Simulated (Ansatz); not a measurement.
# Si2W: the cost of one run

Method: DFT PBE, scalar-relativistic, plane waves, PAW, in Ansatz 0.2.0.

1 further run of the same task is left out (set aside as unsound or not needed).

### 1 The starting structure

The structure is tetragonal, space group I4/mmm (No. 139). Conventional cell: a = 3.229 Å, b = 3.229 Å, c = 7.867 Å, α = 90.00°, β = 90.00°, γ = 90.00°. Around Si (site symmetry 4mm) lie 5 Si at 2.60 to 2.64 Å and 5 W at 2.63 Å. Around W (site symmetry 4/mmm) lie 10 Si at 2.63 Å.

As a file:

```cif
data_structure
_symmetry_space_group_name_H-M 'I4/mmm'
_symmetry_Int_Tables_number 139
_cell_length_a 3.2290
_cell_length_b 3.2290
_cell_length_c 7.8668
_cell_angle_alpha 90.000
_cell_angle_beta 90.000
_cell_angle_gamma 90.000
_cell_volume 82.02
loop_
_atom_site_label
_atom_site_type_symbol
_atom_site_symmetry_multiplicity
_atom_site_Wyckoff_symbol
_atom_site_fract_x
_atom_site_fract_y
_atom_site_fract_z
_atom_site_occupancy
Si1 Si 4 e 0.00000 0.00000 0.33457 1
W1 W 2 a 0.00000 0.00000 0.00000 1
```

This cell was relaxed beforehand with the same method: volume 13.67 Å³/atom, gap on the mesh none (metal).

### 2 The reference: the undisturbed cell on the scan's mesh

Input file input.yaml:

```yaml
crystal:
  lattice:
    - [-1.6144976568, 1.6144976568, 3.9334139095]
    - [1.6144976568, -1.6144976568, 3.9334139095]
    - [1.6144976568, 1.6144976568, -3.9334139095]
  atoms:
    - { symbol: Si, position: [0.3345744059, 0.3345744059, 0.0] }
    - { symbol: Si, position: [0.6654255941, 0.6654255941, 0.0] }
    - { symbol: W, position: [0.0, 0.0, 0.0] }
basis:
  ecutwfc: 420
kpoints:
  mp_grid: { grid: [14, 14, 14] }
hamiltonian:
  xc: pbe
scf:
  occupations: { method: gaussian, width: 0.15 }
output:
  forces: true
  stress: true
  eigenvalues: true
  write_density: true
  write_potential: true
  elf: true
  volumetric_format: npy
```

The run is started by

```console
$ ansatz run input.yaml --threads 1 --pin off --max-ram 2560MiB --backend cpu --events-out ev --progress --plain --runs-dir out
```

What time and memory should one allow on 1 thread of Intel Xeon Platinum 8488C (Sapphire Rapids), shared host?

About 7.8 s, with a peak of 0.45 GiB.
